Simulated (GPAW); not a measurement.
The system is TiPt3.

```
Pt Ti
1.0
     3.89700    0.00000    0.00000
     0.00000    3.89700    0.00000
     0.00000    0.00000    3.89700
Pt Ti
3 1
Direct
  0.50000 0.50000 0.00000
  0.50000 0.00000 0.50000
  0.00000 0.50000 0.50000
  0.00000 0.00000 0.00000
```

```yaml
Program: GPAW 26.7.0
Task: single point
Functional: PBEsol
Potentials_or_basis: PAW data sets generated in the run's folder for this functional
Cutoff: 600 eV
Basis: pw
k_mesh: 7 × 7 × 7
Occupations: fermi-dirac, width 0.05 eV
Spin: no spin polarisation
```

On this cell: pressure 0.4 GPa; largest force zero by symmetry; band gap on the k mesh none (metal or under the smearing width).

The same run follows on a disturbed copy (atoms moved at random, drawn with an rms of 0.05 Å):

```
Pt Ti
1.0
     3.89700    0.00000    0.00000
     0.00000    3.89700    0.00000
     0.00000    0.00000    3.89700
Pt Ti
3 1
Direct
  0.49329 0.49556 0.01067
  0.50381 0.99229 0.48674
  0.00851 0.50969 0.50900
  0.98699 0.00532 0.00448
```

Q: What changes?

A: The energy (extrapolated to zero smearing) moves by +18.5 meV/atom; pressure 1.3 GPa; largest force 0.988 eV/Å; band gap on the k mesh none (metal or under the smearing width).

Forces on the atoms (eV/Å):
```
Pt   0.351 -0.035 -0.722
Pt   0.010  0.611  0.776
Pt  -0.617 -0.489  0.031
Ti   0.256 -0.087 -0.085
```

Stress tensor (GPa, compression positive):
```
 1.11  0.06 -0.20
 0.06  1.48  0.06
-0.20  0.06  1.38
```
